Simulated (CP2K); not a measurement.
**Sb under changes of volume**

One of the cells (31.554 Å³/atom); the others are scaled copies at fixed shape and fractional positions:

```
Sb
1.0
     3.16000    0.00000    0.00000
     0.00000    3.16000    0.00000
     0.00000    0.00000    3.16000
Sb
1
Cartesian
  0.0000 0.0000 0.0000
```

This isn't the form of Sb at room conditions, which is rhombohedral.

| Item | Value |
| --- | --- |
| Program | CP2K 2026.2 |
| Functional | PBE |
| Potentials or basis | POTENTIAL_UZH Sb GTH-PBE-q5; TZVP-MOLOPT-PBE-GTH basis |
| Density cutoff | 6123 eV |
| k mesh | 8 × 8 × 8 |
| Occupations | fermi-dirac, width 0.05 eV |
| Spin | no spin polarisation |

```tsv
volume (Å³/atom)	energy over the lowest point (meV/atom)	pressure (GPa)
29.661	5.72	2.0
30.292	0.41	0.7
30.923	0.00	-0.5
31.554	3.94	-1.5
32.186	11.74	-2.4
32.817	?	?
33.448	37.26	-4.0
```

**Question.** What does the run at 32.817 Å³/atom give?

**Answer.** Energy over the lowest point 22.98 meV/atom; pressure -3.2 GPa.

Worked out: A Birch-Murnaghan fit of order 3 (a polynomial in V^(-2/3)) to the other rows has its minimum at 30.66 Å³/atom with B0 = V·E''(V) = 56 GPa and B' = 4.7. It gives 22.98 meV/atom at 32.817 Å³/atom, against the run's 22.98, and -dE/dV = -3.3 GPa, against -3.2.

Energies are extrapolated to zero smearing.

Caveats: the basis of atomic orbitals isn't converged, which shifts pressures, moduli and gaps.
